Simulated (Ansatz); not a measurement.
Pd:

```
Pd
1.0
     0.00000    1.94650    1.94650
     1.94650    0.00000    1.94650
     1.94650    1.94650    0.00000
Pd
1
Direct
  0.00000 0.00000 0.00000
```

```yaml
Program: Ansatz 0.2.0
Task: relaxation of cell and atoms
Functional: HSEsol
Potentials_or_basis: Ansatz PAW
Cutoff: "420 eV (not typed: the program's choice for these potentials)"
k_mesh: 6 × 6 × 6
Occupations: fermi-dirac, width 0.05 eV
Spin: no spin polarisation
```

At the start: volume 14.75 Å³/atom.

Question: Where does the relaxation end?

Answer: It ends after 5 steps and the volume is 14.32 Å³/atom (-2.9 %); space group Fm-3m (No. 225, to 0.05 Å).

Step by step:
| step | energy change (eV) | largest force (eV/Å) | volume (Å³) |
| --- | --- | --- | --- |
| 1 | 0.0000 | 0.0000 | 14.75 |
| 2 | -0.0054 | 0.0000 | 14.04 |
| 3 | -0.0082 | 0.0000 | 14.33 |
| 4 | -0.0082 | 0.0000 | 14.32 |
| 5 | -0.0075 | 0.0000 | 14.32 |

Final structure:
```
CELL_PARAMETERS angstrom
0.00000 1.92720 1.92720
1.92720 0.00000 1.92720
1.92720 1.92720 0.00000
ATOMIC_POSITIONS crystal
Pd 0.00000 0.00000 0.00000
```

Caveat: the k mesh is coarse (spacing up to 0.47 Å⁻¹), so the values aren't converged, least of all with exact exchange; the plane-wave basis is chosen anew once the cell has moved, so the energies of steps on either side of that aren't comparable; the PAW data sets come from PBE, with cores solved anew for the run's functional, which leaves a small shift of forces and pressure.
